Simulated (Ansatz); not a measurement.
Set up this calculation in Ansatz 0.2.0, as the native input.

| Property | Result |
| --- | --- |
| Task | relaxation of cell and atoms |
| Functional | BLYP |
| Dispersion | D3(BJ) |
| Potentials or basis | Ansatz PAW |
| Cutoff | 420 eV (not typed: the program's choice for these potentials) |
| k mesh | 7 × 7 × 7 |
| Occupations | fermi-dirac, width 0.05 eV |
| Spin | no spin polarisation |

SnTe:

```xyz
2
Lattice="3.9047 0.0000 0.0000 0.0000 3.9047 0.0000 0.0000 0.0000 3.9047" Properties=species:S:1:pos:R:3 pbc="T T T"
Te    1.9524    1.9524    1.9524
Sn    0.0000    0.0000    0.0000
```

Measurements of this composition are mostly on another form, of space group No. 225.

One way to write it, as run:

input.yaml

```yaml
crystal:
  lattice:
    - [3.9047, 0.0, 0.0]
    - [0.0, 3.9047, 0.0]
    - [0.0, 0.0, 3.9047]
  atoms:
    - { symbol: Te, position: [0.5, 0.5, 0.5] }
    - { symbol: Sn, position: [0.0, 0.0, 0.0] }
hamiltonian:
  xc: blyp
  pseudopotentials: { kind: paw }
  dispersion: d3bj
kpoints:
  mp_grid: { grid: [7, 7, 7] }
scf:
  occupations: { method: fermi_dirac, width: 0.05 }
output:
  forces: true
  stress: true
  eigenvalues: true
relax:
  f_tol: 0.01
  max_steps: 40
  cell: { stress_tol: 0.05 }
```

Potentials or basis: Ansatz PAW.

Launch:

```sh
$ ansatz run input.yaml --threads 2 --pin off --max-ram 5632MiB --backend cpu --events-out ev --progress --plain --runs-dir out
```

Results of the run:

```
Relaxed volume                         : 28.80 Å³/atom
Relaxed cell                           : a = 3.862 Å, b = 3.862 Å, c = 3.862 Å, α = 90.00°, β = 90.00°, γ = 90.00°
Space group after relaxing (to 0.05 Å) : Pm-3m (No. 221)
Energy gained by relaxing              : 2.8 meV/atom
Ionic steps                            : 4
Pressure after relaxing                : 0.0 GPa
Band gap on the k mesh                 : none (metal or under the smearing width)
```

Caveat: the plane-wave basis is chosen anew once the cell has moved, so the energies of steps on either side of that aren't comparable; pairwise dispersion overbinds metals, which lowers pressure and volume; the PAW data sets come from PBE, with cores solved anew for the run's functional, which leaves a small shift of forces and pressure.

Wall time 5.3 s on 2 threads of Arm Neoverse V1, on a shared host, peak memory 0.28 GiB.
